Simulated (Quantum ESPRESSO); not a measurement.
Runs of Quantum ESPRESSO 7.5 on MgO. Symmetry: Fm-3m, No. 225, cubic system. Conventional cell: a = 4.194 Å, b = 4.194 Å, c = 4.194 Å, α = 90.00°, β = 90.00°, γ = 90.00°. Around Mg (site symmetry m-3m) lie 6 O at 2.10 Å. Around O (site symmetry m-3m) lie 6 Mg at 2.10 Å. The cell is a database's computed one.

```tsv
level	potentials or basis	k mesh	k mesh of the self-consistent run	form of the LDA	mesh quality	gap on the mesh (eV)
PBEsol	PseudoDojo 0.4.1 SR PBEsol standard	6 × 6 × 6	12 × 12 × 12	-	coarse	4.79
PBE	PseudoDojo 0.4.1 SR PBE standard	20 × 20 × 20	20 × 20 × 20	-	not flagged	4.89
PBEsol	PseudoDojo 0.4.1 SR PBEsol standard	16 × 16 × 16	16 × 16 × 16	-	not flagged	4.79
PBEsol	PseudoDojo 0.4.1 SR PBEsol standard	20 × 20 × 20	20 × 20 × 20	-	not flagged	4.79
LDA	PseudoDojo 0.4.1 SR LDA standard	6 × 6 × 6	12 × 12 × 12	PW92	coarse	(a)
```

Alike in all rows: task single point; no spin polarisation; cell as given; cutoff (eV) 1143; smearing fixed.

**Question.** Estimate the missing entries.

**Answer.** (a) 4.82.

Caveats: some runs use coarse meshes.

A k mesh can miss the band edges.

Not every run made on this cell is shown here.
